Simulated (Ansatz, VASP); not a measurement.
**BN: VASP beside Ansatz**

```
B N
1.0
     0.00000   -1.81232   -1.81234
     0.00000    1.81232   -1.81235
     3.62468    0.00000    0.00000
B N
2 2
Direct
  0.50000 0.50000 0.50000
  0.00000 0.00000 0.00000
  0.00000 0.50000 0.25000
  0.50000 0.00000 0.75000
```

Change from the starting cell: all atoms moved at random, sigma 0.02 Å a component, cell strained at random, sigma 0.1; relaxed back.

Alike in both runs: functional PBE; k mesh 8 × 8 × 6; occupations gaussian, width 0.05 eV; no spin polarisation.

Ansatz relaxed the structure, and its values are those at the end. VASP's run is a single point on that final structure, the one shown.

|  | VASP | Ansatz |
| --- | --- | --- |
| version | VASP 6.6.1 | Ansatz 0.2.0 |
| potentials or method | VASP PAW PBE potentials, release 64 (B, N) | scalar-relativistic, plane waves, PAW |
| plane-wave cutoff (eV) | 520 | 420 |
| valence electrons in the cell | 16 | 16 |

Ansatz gave:

| Item | Value |
| --- | --- |
| gap on the k mesh at the Fermi level (eV) | 4.46 |
| least direct gap on the mesh (eV) | 4.46 |
| pressure (GPa) | 0.0 |

Task: Which values does VASP return?

Result: gap on the k mesh at the Fermi level (eV): 4.45; least direct gap on the mesh (eV): 4.45; pressure (GPa): 0.3.

With one functional, cell and mesh, what is left measures potentials, basis and numerics.

A k mesh can miss the band edges.
